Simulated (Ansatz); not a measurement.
# 179Hf nuclear quadrupole resonance in HfO2

Cell: a Materials Project structure (computed, not necessarily an observed phase).

Space group Pca2_1 (No. 29); a = 5.2195, b = 5.0048, c = 5.0327 Å.

```csv
site,Wyckoff,site symmetry,x,y,z
Hf,4a,1,0.0330,0.2675,0.2414
O5,4a,1,0.3679,0.0714,0.3793
O7,4a,1,0.7339,0.4601,0.4923
```

One atom of each set is listed.

Level of theory: DFT, PBE, plane waves and PAW (field gradients read without the response of the frozen cores, which leaves them typically 4 to 6 % off), with spin–orbit coupling, 420 eV cutoff, Γ-centred 4×4×4 k-points, Fermi–Dirac smearing 0.02 eV (Ansatz 0.2.0).

179Hf: I = 9/2, Q = 3793 mb (year-2017 value). Static lattice, zero field.

Task: At which frequencies do the 179Hf NQR lines lie?

Result: For I = 9/2 and η = 0 the lines are |C_Q|/24 times 1, 2, 3 and 4; η shifts the lowest up most. At large η the states mix, and weaker lines appear at sums of the main ones; lines under 5 % of the strongest are left out.

| site | atoms | V_zz (10²¹ V/m²) | C_Q (MHz) | η | line frequencies (MHz) |
| --- | --- | --- | --- | --- | --- |
| Hf | 4 | 10.83 | 993 | 0.76 | 87.0, 110.1, 124.9, 157.5, 197.1 |

Task: And for Hf-177 (I = 7/2, Q = 3365 mb) on Hf?

Result: C_Q scales with Q to 881 MHz, with lines at 114.5, 138.2, 177.2, 252.7 MHz.

At this cell the PBE pressure is 9 GPa, so with PBE the cell would grow if it were relaxed. The entry's cell may itself be off.

Hardware: 1 thread of Arm Neoverse N1 (aarch64; 36 cores open to the job, memory cap 3.0 GiB, no GPU), a shared host with a load of 0.9 a core. Wall time 13 min, CPU time 13 min, peak memory 1.5 GiB.
